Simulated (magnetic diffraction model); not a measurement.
## Solving a magnetic structure from powder neutron data: CeNO3

Space group P2_1/m (no. 11), a = 4.2140 Å, b = 5.0320 Å, c = 5.9800 Å, β = 105.69°.

```
site  atom       x       y       z
  2e    Ce  0.6682     1/4  0.3045
  4f     O  0.2081  0.0009  0.3459
  2e     O  0.3468     1/4  0.8900
  2e     N  0.9194     1/4  0.8618
```

The compound is invented for this exercise: a known structure type with other elements, its cell scaled to their sizes and not relaxed.

Only Ce is taken to order (form factors of Ce3+); orders and moment sizes are assumed, and not adapted to the symmetry. Radiation: neutrons of λ = 2.36 Å, 2° to 75°; isotropic B of 0.34 Å² (Ce), 0.55 Å² (O) and 0.6 Å² (N). The intensities are simulated: I ∝ L Σ (|F_N|² + |F_M⊥|²) for unpolarised neutrons, with F_M = 2.695 fm/μB × Σ f(s) S exp(2πi Q·r) exp(−B s²) at Q = H ± k (one set where k and −k are equivalent), only the part normal to Q counting and L = 1/(sin²θ cos θ). For a modulated order the moment at position r is S exp(−2πi k·r) + c.c., with S = m/2 for a sine wave of amplitude m and S = m(u + iv)/2 for moments turning in a plane, u and v being orthogonal unit vectors in it; the phase factor of the sum at Q = H + k is then exp(2πi H·r). Form factors are spin-only for 3d ions and dipole or tabulated for f ions, scattering lengths are Sears's of 1992, and absorption is left out. A label names one of the reflections at its angle. The strongest nuclear line in the range is 100, and lines under 0.2 are left out.

Above the ordering temperature:

```csv
2θ (°),index,I
23.65,(0 0 1),4.1
33.82,(1 0 0),11.6
35.78,(1 0 -1),19.3
36.29,(0 1 1),25.8
43.88,(1 1 0),7.4
45.47,(1 1 -1),32.0
46.98,(1 0 1),3.1
48.40,(0 0 2),13.9
51.41,(1 0 -2),15.1
55.09,(1 1 1),5.7
55.94,(0 2 0),11.0
56.36,(0 1 2),100.0
59.09,(1 1 -2),19.1
61.57,(0 2 1),63.4
68.20,(1 2 -1),13.1
68.40,(2 0 -1),79.2
68.55,(1 0 2),5.2
71.14,(2 0 0),9.9
74.45,(1 0 -3),0.2
```

Below it (cell unchanged):

```csv
2θ (°),I
6.72,53.6
23.65,4.1
31.34,1.9
33.82,11.6
34.52,0.9
35.78,19.3
36.29,25.8
36.45,0.9
39.74,2.2
41.46,1.0
41.91,1.6
43.88,7.4
45.47,32.0
46.98,3.1
47.51,1.4
48.40,13.9
48.46,0.9
48.78,1.4
50.25,0.8
51.41,15.1
51.91,0.3
55.09,5.7
55.94,11.0
56.36,100.0
59.09,19.1
60.40,0.3
61.57,63.4
61.68,0.4
63.69,0.5
68.20,13.1
68.40,79.2
68.55,5.2
68.82,0.7
69.79,0.7
70.91,0.3
71.14,9.9
```
(The table stops after 36 lines; 5 more lie at higher angle.)

**Question.** Find the propagation vector, then choose among these models:
A. moments turning in the plane of [001] and [100], 1.8 μB on Ce; signs + at (0.6682, 1/4, 0.3045), + at (0.3318, 3/4, 0.6955)
B. a sine wave with moments along [001] (amplitudes given), 1.8 μB on Ce; signs + at (0.6682, 1/4, 0.3045), + at (0.3318, 3/4, 0.6955)
C. a sine wave with moments along [010] (amplitudes given), 1.8 μB on Ce; signs + at (0.6682, 1/4, 0.3045), + at (0.3318, 3/4, 0.6955)
D. a sine wave with moments along [100] (amplitudes given), 1.8 μB on Ce; signs + at (0.6682, 1/4, 0.3045), + at (0.3318, 3/4, 0.6955)

The new lines index as (0 1/4 0) at 6.72°, (0 3/4 1) at 31.34°, (1 1/4 0) at 34.52° and (1 1/4 -1) at 36.45°, that is as H ± k with k = (0 1/4 0). Satellites come in pairs about each point of the reciprocal lattice.

Magnetic intensity, observed (below minus above) and for each model:

| 2θ (°) | index | observed | A | B | C | D |
| --- | --- | --- | --- | --- | --- | --- |
| 6.72 | (0 1/4 0) | 53.6 | 107.3 | 53.6 | <0.2 | 53.6 |
| 31.34 | (0 3/4 1) | 1.9 | 5.9 | 1.9 | 2.4 | 4.2 |
| 36.45 | (1 1/4 -1) | 0.9 | 1.5 | 0.9 | 1.4 | 0.3 |
| 39.74 | (1 3/4 0) | 2.2 | 2.7 | 2.2 | 1.6 | 0.7 |
| 41.46 | (1 3/4 -1) | 1.0 | 1.9 | 1.0 | 1.1 | 0.6 |
| 41.91 | (0 5/4 1) | 1.6 | 3.8 | 1.6 | 0.7 | 2.3 |
| 48.46 | (0 7/4 0) | 0.9 | 1.9 | 0.9 | <0.2 | 0.9 |
| 48.78 | (1 5/4 0) | 1.4 | 2.1 | 1.4 | 0.7 | 0.8 |

Model B matches.

The structure used: k = (0 1/4 0), a sine wave with moments along [001] (amplitudes given), 1.8 μB on Ce; signs + at (0.6682, 1/4, 0.3045), + at (0.3318, 3/4, 0.6955).

[Logs are printed without paths, hosts, clocks, repeated set-up lines and the standing remarks that a program may print on its own settings, such as how far it seeks lower states.]
